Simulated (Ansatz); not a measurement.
A change and its effect: SnS2 (P-3m1)

```yaml
crystal:
  lattice:
    - [3.65108, 0.00000, 0.00000]
    - [-1.82554, 3.16193, 0.00000]
    - [0.00000, 0.00000, 6.06152]
  atoms:
    - { symbol: Sn, position: [0.00000, 0.00000, 0.00000] }
    - { symbol: S, position: [0.33333, 0.66667, 0.24316] }
    - { symbol: S, position: [0.66667, 0.33333, 0.75684] }
```

Level of theory, where no other is named: PBEsol, PAW on Ansatz 0.2.0's default frozen-core files (fitted under PBE), scalar-relativistic. k mesh 6×6×4, strains of ±0.008, fixed occupations, cutoff 420 eV. The cell was relaxed by PAW under this functional.

With these settings the run gives C11 = 122.5, C44 = 5.3 GPa and B_V = 38.1 GPa (relaxed ions).

**Question.** The run is repeated in the same cell with scf.convergence.dr2_threshold from its default to 1e-05. What moves, and by how much?

**Answer.** C11: +0.01 %; C44: -0.04 %; B_V: +0.07 %.

Known limits: frozen-core PAW files fitted under PBE, their cores solved anew for the functional of the run; no dispersion correction, so the spacing and stiffness between layers or molecules are poor.
